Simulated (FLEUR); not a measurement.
**3 ML Ni on Cu(001), 3 substrate layers: from one collinear state to anisotropy**

Wanted: anisotropy for 3 ML Ni on Cu(001), 3 substrate layers, with the cost of each step.

Main program and level: FLEUR MaX-R8.1; PBE; all-electron FLAPW film, Dirac cores, scalar-relativistic bands.

**1. Set-up**

The cell holds 6 atoms: 3 Cu and 3 Ni. Its edges and angles: a = 2.556 Å, b = 2.556 Å, c = 22.801 Å, α = 90.0°, β = 90.0°, γ = 90.0°. Pseudomorphic film, hard-sphere layer spacings, unrelaxed. Vacuum lies along c.

Coordinates:

```cif
data_structure
_symmetry_space_group_name_H-M 'P 1'
_symmetry_Int_Tables_number 1
_cell_length_a 2.5562
_cell_length_b 2.5562
_cell_length_c 22.8006
_cell_angle_alpha 90.000
_cell_angle_beta 90.000
_cell_angle_gamma 90.000
_cell_volume 148.98
loop_
_atom_site_label
_atom_site_type_symbol
_atom_site_fract_x
_atom_site_fract_y
_atom_site_fract_z
_atom_site_occupancy
Cu1 Cu 0.00000 0.00000 0.30701 1
Cu2 Cu 0.50000 0.50000 0.38628 1
Cu3 Cu 0.00000 0.00000 0.46556 1
Ni4 Ni 0.50000 0.50000 0.54277 1
Ni5 Ni 0.00000 0.00000 0.61788 1
Ni6 Ni 0.50000 0.50000 0.69299 1
```

**2. Reference state**

The force theorems are single passes in this state's potential, so it has to be converged first.

No symmetry is used, so that later steps may turn the spins freely; k and −k are joined. FLEUR takes the sheet as a true film: the images along c are dropped, heights are typed in bohr, and the vacuum on both sides is semi-infinite. inpgen writes inp.xml from crystal.txt; cutoffs, mixing, functional, smearing and local orbitals are then set in the file. The k list scf (kpts.xml, not shown) is a Γ-centred 10×10×1 mesh; where the ranks do not divide the number of points, some are split in two of half the weight.

Input file inp.xml:

```
<?xml version="1.0" encoding="UTF-8" standalone="no"?>
<fleurInput fleurInputVersion="0.39">
   <comment>
      CuNi
   </comment>
   <calculationSetup>
      <cutoffs Kmax="3.66" Gmax="11.0" GmaxXC="11.0" numbands="0"/>
      <scfLoop itmax="150" minDistance="0.00002" maxIterBroyd="15" imix="Anderson" alpha="0.03" precondParam="0.0" spinf="2.0" sdNocoIR="T"/>
      <coreElectrons ctail="F" frcor="F" kcrel="0" coretail_lmax="0"/>
      <xcFunctional name="pbe" relativisticCorrections="F"/>
      <magnetism jspins="2" l_noco="F" l_ss="F">
         <qss>0.0 0.0 0.0</qss>
         <mtNocoParams l_mperp="F" l_mtNocoPot="F" l_relaxSQA="F" mag_mixing_scheme="0" mix_RelaxWeightOffD="1.0" l_constrained="F" mix_constr="1.0"/>
         <sourceFreeMag l_sourceFree="F" l_scaleMag="F" mag_scale="1.0"/>
      </magnetism>
      <soc l_soc="F" theta="0.0" phi="0.0" spav="F"/>
      <expertModes spex="0" secvar="F"/>
      <geometryOptimization l_f="F" forcealpha="1.0" forcemix="BFGS" epsdisp="0.00001" epsforce="0.00001"/>
      <ldaU l_linMix="F" mixParam="0.05" spinf="1.0"/>
   </calculationSetup>
   <cell>
      <bzIntegration valenceElectrons="87.0" mode="hist" fermiSmearingEnergy="0.00183747">
         <kPointListSelection listName="scf"/>
         <xi:include xmlns:xi="http://www.w3.org/2001/XInclude" href="kpts.xml"> </xi:include>
      </bzIntegration>
      <xi:include xmlns:xi="http://www.w3.org/2001/XInclude" href="sym.xml"> </xi:include>
      <filmLattice scale="1.0" dVac="22.01" dTilda="24.51">
         <bravaisMatrixFilm>
            <row-1>    4.8305179197025199     0.0000000000000000</row-1>
            <row-2>    0.0000000000000000     4.8305179197025199</row-2>
         </bravaisMatrixFilm>
         <vacuumEnergyParameters vacuum="1" spinUp="-.25" spinDown="-.25"/>
         <vacuumEnergyParameters vacuum="2" spinUp="-.25" spinDown="-.25"/>
      </filmLattice>
   </cell>
   <atomSpecies>
      <species name="Copper (Cu)" element="Cu" atomicNumber="29">
         <mtSphere radius="2.29" gridPoints="757" logIncrement="0.016"/>
         <atomicCutoffs lmax="8" lnonsphr="6"/>
         <electronConfig flipSpins="F">
            <coreConfig>(1s1/2) (2s1/2) (2p1/2) (2p3/2) (3s1/2) (3p1/2) (3p3/2)</coreConfig>
            <valenceConfig>(4s1/2) (3d3/2) (3d5/2)</valenceConfig>
            <stateOccupation state="(4s1/2)" spinUp="0.500000" spinDown="0.500000"/>
         </electronConfig>
         <energyParameters s="4" p="4" d="3" f="4"/>
      </species>
      <species name="Nickel (Ni1.001" element="Ni" atomicNumber="28">
         <mtSphere radius="2.24" gridPoints="741" logIncrement="0.016"/>
         <atomicCutoffs lmax="8" lnonsphr="6"/>
         <electronConfig flipSpins="F">
            <coreConfig>(1s1/2) (2s1/2) (2p1/2) (2p3/2)</coreConfig>
            <valenceConfig>(3s1/2) (3p1/2) (3p3/2) (4s1/2) (3d3/2) (3d5/2)</valenceConfig>
            <stateOccupation state="(3d3/2)" spinUp="1.6" spinDown="1.6"/>
            <stateOccupation state="(3d5/2)" spinUp="2.9005" spinDown="1.8995"/>
         </electronConfig>
         <energyParameters s="4" p="4" d="3" f="4"/>
         <lo type="SCLO" l="0" n="3" eDeriv="0"/>
         <lo type="SCLO" l="1" n="3" eDeriv="0"/>
      </species>
   </atomSpecies>
   <atomGroups>
      <atomGroup species="Copper (Cu)">
         <filmPos label="                   1">.0000000000 .0000000000 -8.3153811577</filmPos>
         <force calculate="T" relaxXYZ="TTT"/>
         <nocoParams  alpha="0.0" beta="0.0"/>
      </atomGroup>
      <atomGroup species="Copper (Cu)">
         <filmPos label="                   2">1.000/2.000 1.000/2.000 -4.8996682940</filmPos>
         <force calculate="T" relaxXYZ="TTT"/>
         <nocoParams  alpha="0.0" beta="0.0"/>
      </atomGroup>
      <atomGroup species="Copper (Cu)">
         <filmPos label="                   3">.0000000000 .0000000000 -1.4839985172</filmPos>
         <force calculate="T" relaxXYZ="TTT"/>
         <nocoParams  alpha="0.0" beta="0.0"/>
      </atomGroup>
      <atomGroup species="Nickel (Ni1.001">
         <filmPos label="                   4">1.000/2.000 1.000/2.000 1.8426537538</filmPos>
         <force calculate="T" relaxXYZ="TTT"/>
         <nocoParams  alpha="0.0" beta="0.0"/>
      </atomGroup>
      <atomGroup species="Nickel (Ni1.001">
         <filmPos label="                   5">.0000000000 .0000000000 5.0789959123</filmPos>
         <force calculate="T" relaxXYZ="TTT"/>
         <nocoParams  alpha="0.0" beta="0.0"/>
      </atomGroup>
      <atomGroup species="Nickel (Ni1.001">
         <filmPos label="                   6">1.000/2.000 1.000/2.000 8.3153811577</filmPos>
         <force calculate="T" relaxXYZ="TTT"/>
         <nocoParams  alpha="0.0" beta="0.0"/>
      </atomGroup>
   </atomGroups>
   <output dos="F" band="F" slice="F">
      <bandDOS minEnergy="-.5*Htr" maxEnergy="0.5*Htr" sigma="0.015" storeEVData="T"/>
      <plotting iplot="0" polar="F">
         <plot TwoD="T" vec1="  1.0  0.0  0.0" vec2="  0.0  1.0  0.0" vec3="  0.0  0.0  1.0" zero="  0.0  0.0 -0.5" file="plot"/>
      </plotting>
      <moessbauerParams electricFieldGradient="F" isomerShift="F" coreHyperfine="F" valenceHyperfine="F"/>
   </output>
</fleurInput>
```

Input file crystal.txt:

```
CuNi
&input film=T cartesian=F /
2.55620000000  0.00000000000  0.00000000000
0.00000000000  2.55620000000  0.00000000000
0.00000000000  0.00000000000  1.00000000000
1.8897261246
1.0 1.0 1.0

6
29 0.00000000000  0.00000000000  -8.31538115768
29 0.50000000000  0.50000000000  -4.89966829400
29 0.00000000000  0.00000000000  -1.48399851720
28 0.50000000000  0.50000000000  1.84265375375 : 1.001
28 0.00000000000  0.00000000000  5.07899591227 : 1.001
28 0.50000000000  0.50000000000  8.31538115768 : 1.001

&kpt div1=10 div2=10 div3=1 gamma=T /
```

Command:

```sh
$ OMP_NUM_THREADS=1 inpgen -f crystal.txt -nosym -noco > inpgen.log  # inp.xml is then edited as shown
$ OMP_NUM_THREADS=1 mpirun -n 4 fleur_MPI > fleur.log
```

Log:

```text
Welcome to FLEUR        (www.flapw.de)
      MaX-Release 8.1          (www.max-centre.eu)

 ========== k-point set info ==========
 Selected k-point list: scf
 k-point list type: mesh
 0 x 0 x 0
 Number of k points: 52

 ------------Calculation Setup---------------------------
 Number of MPI-tasks      :            4
 Number of PE/node        :            4
 Number of OMP-threads    :            1
 k-points in parallel     :            4
 pe's per k-point         :            1
 No of k-point loops      :           13
 Eigenvalue solver        :       lapack
 Number of basis functions:          526
 Approximate size of matrices (H+S) per k-point:         0.008 GB
 --------------------------------------------------------
 Iteration:     1   Distance:     109.71660103 me/bohr^3
 Iteration:     2   Distance:     185.08553492 me/bohr^3
 Iteration:     3   Distance:     101.41122452 me/bohr^3
 Iteration:     4   Distance:      66.46027232 me/bohr^3
 Iteration:     5   Distance:      47.72073837 me/bohr^3
 Iteration:     6   Distance:      52.07702863 me/bohr^3
 Iteration:     7   Distance:      49.09727523 me/bohr^3
 Iteration:     8   Distance:      45.89403746 me/bohr^3
 Iteration:     9   Distance:      30.48160736 me/bohr^3
 Iteration:    10   Distance:      39.93015828 me/bohr^3
[... 50 iterations left out ...]
 Iteration:    61   Distance:       0.00112063 me/bohr^3
 Iteration:    62   Distance:       0.00106448 me/bohr^3
 Iteration:    63   Distance:       0.00043439 me/bohr^3
 Iteration:    64   Distance:       0.00041812 me/bohr^3
 Iteration:    65   Distance:       0.00017376 me/bohr^3
 Iteration:    66   Distance:       0.00021538 me/bohr^3
 Iteration:    67   Distance:       0.00007938 me/bohr^3
 Iteration:    68   Distance:       0.00006699 me/bohr^3
 Iteration:    69   Distance:       0.00002338 me/bohr^3
 Iteration:    70   Distance:       0.00001091 me/bohr^3

 ********************************************************************
 Run finished successfully
 Stop message:
   all done
 ********************************************************************

--- out.xml (last complete iteration) ---
<iteration numberForCurrentRun="   70" overallNumber="   70">
         [... left out ...]
         <bandgap value="0.0009435562" units="eV"/>
         <sumValenceSingleParticleEnergies value="-85.8030891244" units="Htr"/>
         <FermiEnergy value="-0.1779868269" units="Htr"/>
         <valenceDensity>
            <mtCharges spin="1">
               <mtCharge atomType="1" total="4.9717034" s="0.2225575" p="0.1281489" d="4.6131368" f="0.0059423"/>
               <mtCharge atomType="2" total="5.0222913" s="0.2234081" p="0.1887730" d="4.5979064" f="0.0093475"/>
               <mtCharge atomType="3" total="5.0342454" s="0.2285339" p="0.1943437" d="4.5979532" f="0.0102530"/>
               <mtCharge atomType="4" total="8.7291381" s="1.1944882" p="3.1607272" d="4.3612001" f="0.0098252"/>
               <mtCharge atomType="5" total="8.8253684" s="1.1995896" p="3.1680205" d="4.4438102" f="0.0107077"/>
               <mtCharge atomType="6" total="8.8052604" s="1.1898864" p="3.1080846" d="4.4987587" f="0.0064830"/>
            </mtCharges>
            <mtCharges spin="2">
               <mtCharge atomType="1" total="4.9737311" s="0.2228728" p="0.1288637" d="4.6141217" f="0.0059550"/>
               <mtCharge atomType="2" total="5.0301432" s="0.2246860" p="0.1900183" d="4.6031814" f="0.0093981"/>
               <mtCharge atomType="3" total="5.0426904" s="0.2315899" p="0.2040777" d="4.5934766" f="0.0104320"/>
               <mtCharge atomType="4" total="8.2198832" s="1.1970763" p="3.1734936" d="3.8363960" f="0.0100601"/>
               <mtCharge atomType="5" total="8.1159764" s="1.2016276" p="3.1839474" d="3.7156128" f="0.0115494"/>
               <mtCharge atomType="6" total="8.0065766" s="1.1908006" p="3.1197449" d="3.6873145" f="0.0067058"/>
            </mtCharges>
            <spinDependentCharge spin="1" total="44.4448433" interstitial="2.9707789" mtSpheres="41.3880070" vacuum1="0.0429107" vacuum2="0.0431467"/>
            <spinDependentCharge spin="2" total="42.5551569" interstitial="3.0755562" mtSpheres="39.3890008" vacuum1="0.0472350" vacuum2="0.0433650"/>
            <totalCharge value="87.0000002204"/>
         </valenceDensity>
         [... left out ...]
         <allElectronCharges>
            <spinDependentCharge spin="1" total="86.4448433" interstitial="2.9779999" mtSpheres="83.3807860" vacuum1="0.0429107" vacuum2="0.0431467"/>
            <spinDependentCharge spin="2" total="84.5551569" interstitial="3.0827832" mtSpheres="81.3817738" vacuum1="0.0472350" vacuum2="0.0433650"/>
            <totalCharge value="171.0000002495"/>
         </allElectronCharges>
         <magneticMomentsInMTSpheres units="muBohr">
            <globalMagMoment atomType="1" vec="0.00000   0.00000  -0.00203"/>
            <localMagMoment atomType="1" vec="0.00000   0.00000  -0.00203"/>
            <globalMagMoment atomType="2" vec="0.00000   0.00000  -0.00785"/>
            <localMagMoment atomType="2" vec="0.00000   0.00000  -0.00785"/>
            <globalMagMoment atomType="3" vec="0.00000   0.00000  -0.00844"/>
            <localMagMoment atomType="3" vec="0.00000   0.00000  -0.00844"/>
            <globalMagMoment atomType="4" vec="0.00000   0.00000   0.50925"/>
            <localMagMoment atomType="4" vec="0.00000   0.00000   0.50925"/>
            <globalMagMoment atomType="5" vec="0.00000   0.00000   0.70939"/>
            <localMagMoment atomType="5" vec="0.00000   0.00000   0.70939"/>
            <globalMagMoment atomType="6" vec="0.00000   0.00000   0.79868"/>
            <localMagMoment atomType="6" vec="0.00000   0.00000   0.79868"/>
         </magneticMomentsInMTSpheres>
         <moessbauerParams unitsHFF="kG" unitsIS="e/bohr^3" unitsEFG="Htr/bohr^2">
         </moessbauerParams>
         <totalEnergy value="    -9527.5445923326" units="Htr">
            <sumOfEigenvalues value="    -5537.9067563927">
               <coreElectrons value="-5452.1036672683"/>
               <valenceElectrons value="-85.8030891244"/>
            </sumOfEigenvalues>
            <densityCoulombPotentialIntegral value="-14712.3470138343"/>
            <densityEffectivePotentialIntegral value="-15223.7642224552"/>
            <chargeDenXCDenIntegral value="-393.6079147843"/>
            <FockExchangeEnergyValence value="0.0000000000"/>
            <FockExchangeEnergyCore value="0.0000000000"/>
            <atomTypeDependentContributions atomType="1">
               <electronNucleiInteractionDifferentMTs value="1989.1426339531"/>
               <MadelungTerm value="-4.2171491721"/>
            </atomTypeDependentContributions>
            <atomTypeDependentContributions atomType="2">
               <electronNucleiInteractionDifferentMTs value="1989.7700032494"/>
               <MadelungTerm value="-3.3784418761"/>
            </atomTypeDependentContributions>
            <atomTypeDependentContributions atomType="3">
               <electronNucleiInteractionDifferentMTs value="1989.9186641411"/>
               <MadelungTerm value="-3.2850006067"/>
            </atomTypeDependentContributions>
            <atomTypeDependentContributions atomType="4">
               <electronNucleiInteractionDifferentMTs value="1824.0091270724"/>
               <MadelungTerm value="-3.9830078951"/>
            </atomTypeDependentContributions>
            <atomTypeDependentContributions atomType="5">
               <electronNucleiInteractionDifferentMTs value="1823.8603136640"/>
               <MadelungTerm value="-4.0137924100"/>
            </atomTypeDependentContributions>
            <atomTypeDependentContributions atomType="6">
               <electronNucleiInteractionDifferentMTs value="1823.1073837521"/>
               <MadelungTerm value="-4.9351189016"/>
            </atomTypeDependentContributions>
            <tkbTimesEntropy value="0.0017046338"/>
            <freeEnergy value="-9527.5462969664"/>
            <extrapolationTo0K value="-9527.5454446495"/>
         </totalEnergy>
         <densityConvergence units="me/bohr^3">
            <chargeDensity spin="1" distance="0.0000054525"/>
            <chargeDensity spin="2" distance="0.0000084778"/>
            <overallChargeDensity distance="0.0000109106"/>
            <spinDensity distance="0.0000091742"/>
         </densityConvergence>
      </iteration>
```

It took 8.6 min on 4 MPI ranks of Arm Neoverse V2, shared host; peak memory 1.2 GiB.

Spin moment in the muffin-tin sphere by atom:

| atom | spin moment in the muffin-tin sphere (μB) |
| --- | --- |
| Cu1 | -0.002 |
| Cu2 | -0.008 |
| Cu3 | -0.008 |
| Ni4 | 0.509 |
| Ni5 | 0.709 |
| Ni6 | 0.799 |

Read from the output:

* free energy: -259257.7423 eV
* program's band gap on this mesh (in a metal only a level spacing): 9.44e-4 eV
* magnetization: 1.890 μB
* final state: ferromagnetic

After 70 cycles the largest moment stands at 0.799 μB.

**3. Energy against the direction of the moments, rung 1**

Anisotropy is a small difference, so it is taken from sums over occupied states at a frozen potential, where most errors cancel.

One pass with spin–orbit coupling for each direction, from the saved density. The k list mae (kpts.xml, not shown) is a Γ-centred 16×16×1 mesh.

Changes to inp.xml since step 2:

```diff
@@ -6,4 +6,4 @@
    <calculationSetup>
-      <cutoffs Kmax="3.66" Gmax="11.0" GmaxXC="11.0" numbands="0"/>
-      <scfLoop itmax="150" minDistance="0.00002" maxIterBroyd="15" imix="Anderson" alpha="0.03" precondParam="0.0" spinf="2.0" sdNocoIR="T"/>
+      <cutoffs Kmax="3.66" Gmax="11.0" GmaxXC="11.0" numbands="183"/>
+      <scfLoop itmax="1" minDistance="0.00002" maxIterBroyd="15" imix="Anderson" alpha="0.03" precondParam="0.0" spinf="2.0" sdNocoIR="T"/>
       <coreElectrons ctail="F" frcor="F" kcrel="0" coretail_lmax="0"/>
@@ -15,3 +15,3 @@
       </magnetism>
-      <soc l_soc="F" theta="0.0" phi="0.0" spav="F"/>
+      <soc l_soc="T" theta="0.0" phi="0.0" spav="F"/>
       <expertModes spex="0" secvar="F"/>
@@ -22,3 +22,3 @@
       <bzIntegration valenceElectrons="87.0" mode="hist" fermiSmearingEnergy="0.00183747">
-         <kPointListSelection listName="scf"/>
+         <kPointListSelection listName="mae"/>
          <xi:include xmlns:xi="http://www.w3.org/2001/XInclude" href="kpts.xml"> </xi:include>
@@ -99,2 +99,5 @@
    </output>
+   <forceTheorem>
+      <MAE theta="0.0 1.5707963 1.5707963" phi="0.0 0.0 1.5707963"/>
+   </forceTheorem>
 </fleurInput>
```

Command:

```sh
$ OMP_NUM_THREADS=1 mpirun -n 4 fleur_MPI -warn_only > fleur.log
```

Log:

```text
[banner, memory and clock lines left out]
Welcome to FLEUR        (www.flapw.de)
      MaX-Release 8.1          (www.max-centre.eu)

 ========== k-point set info ==========
 Selected k-point list: mae
 k-point list type: mesh
 0 x 0 x 0
 Number of k points: 256

 [... set-up left out ...]
 ********************************************************************
 Run finished successfully
 Stop message:
   Forcetheorem MAE
 ********************************************************************

--- out.xml (force theorem) ---
<Forcetheorem_MAE Angles="3" units="Htr">
            <Angle theta="0.0000000" phi="0.0000000" ev-sum="-85.806263444"/>
            <Angle theta="1.5707963" phi="0.0000000" ev-sum="-85.806267712"/>
            <Angle theta="1.5707963" phi="1.5707963" ev-sum="-85.806267712"/>
         </Forcetheorem_MAE>
```

Run time: 3.2 min. Hardware: 4 MPI ranks; peak memory 2.1 GiB; 13 min of CPU time.

Anisotropy energies, by row:

| axis | x | y | z | band energy less the first axis' (meV a cell) |
| --- | --- | --- | --- | --- |
| z | 0 | 0 | 1 | 0 |
| x | 1 | 0 | 0 | -0.1161 |
| y | 0 | 1 | 0 | -0.1161 |

Shape anisotropy is not in these numbers.

**4. Anisotropy by the force theorem, rung 2**

A second rung shows how far the first can be trusted.

The k list mae (kpts.xml, not shown) is a Γ-centred 25×25×1 mesh.

inp.xml is that of step 3.

Log:

```text
[banner, memory and clock lines left out]
Welcome to FLEUR        (www.flapw.de)
      MaX-Release 8.1          (www.max-centre.eu)

 ========== k-point set info ==========
 Selected k-point list: mae
 k-point list type: mesh
 0 x 0 x 0
 Number of k points: 628

 [... set-up left out ...]
 ********************************************************************
 Run finished successfully
 Stop message:
   Forcetheorem MAE
 ********************************************************************

--- out.xml (force theorem) ---
<Forcetheorem_MAE Angles="3" units="Htr">
            <Angle theta="0.0000000" phi="0.0000000" ev-sum="-85.806346600"/>
            <Angle theta="1.5707963" phi="0.0000000" ev-sum="-85.806349868"/>
            <Angle theta="1.5707963" phi="1.5707963" ev-sum="-85.806349868"/>
         </Forcetheorem_MAE>
```

Elapsed: 7.9 min, on 4 MPI ranks; peak memory 4.3 GiB; 32 min of CPU time.

Anisotropy energies, by row:

| axis | x | y | z | band energy less the first axis' (meV a cell) |
| --- | --- | --- | --- | --- |
| z | 0 | 0 | 1 | 0 |
| x | 1 | 0 | 0 | -0.08893 |
| y | 0 | 1 | 0 | -0.08893 |

(Part 1 of 2 ends here.)

[Logs and program files are shortened in this print: banners, set-up blocks, solver, clock and traceback lines can be left out without a mark of their own.]

[Logs are printed without paths, hosts, clocks, repeated set-up lines and the standing remarks that a program may print on its own settings, such as how far it seeks lower states.]

[Hosts, paths, dates, database ids (printed as entryN), source tags and the programs' standing remarks are cut or masked in the printed files.]

[Where a cell is said to come from a database of computed structures, the database is the Materials Project.]
